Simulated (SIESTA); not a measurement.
NiO:

```
CELL_PARAMETERS angstrom
0.00000 2.08590 2.08590
2.08590 0.00000 2.08590
2.08590 2.08590 0.00000
ATOMIC_POSITIONS crystal
Ni 0.00000 0.00000 0.00000
O 0.50000 0.50000 0.50000
```

Base run:

```yaml
Program: SIESTA 5.4.2
Functional: PBEsol
Potentials_or_basis: PseudoDojo 0.4 standard (PBEsol files)
Basis: TZP (energy shift 0.003 Ry; two zetas on semicore shells)
Grid_cutoff: 800 Ry
Energy_shift: 0.003 Ry
k_mesh: 11 × 11 × 11
Occupations: fermi-dirac, width 0.05 eV
Spin: collinear spin, ferromagnetic start
Starting_moments: "[1.0, 0.0] μB"
```

Its results: band gap on the k mesh none (metal or under the smearing width); pressure -7.7 GPa; net moment 1.44 μB per cell; site moments Ni +1.20; O +0.24 μB.

Task: The run is repeated on the same cell with these changes: basis from TZP (energy shift 0.003 Ry; two zetas on semicore shells) to DZP (energy shift 0.003 Ry; two zetas on semicore shells). What comes out?

Result: Band gap on the k mesh none (metal or under the smearing width); pressure -6.7 GPa; net moment 1.43 μB per cell; site moments Ni +1.19; O +0.24 μB.

Caveats: short orbitals over semicore shells can move pressures by several GPa; the basis of atomic orbitals isn't converged, which shifts pressures, moduli and gaps; a cell with one magnetic atom can't hold antiferromagnetic order, which such compounds often take; semilocal functionals often make such compounds metallic where correlation or magnetic order opens a gap, which also shifts bond lengths.
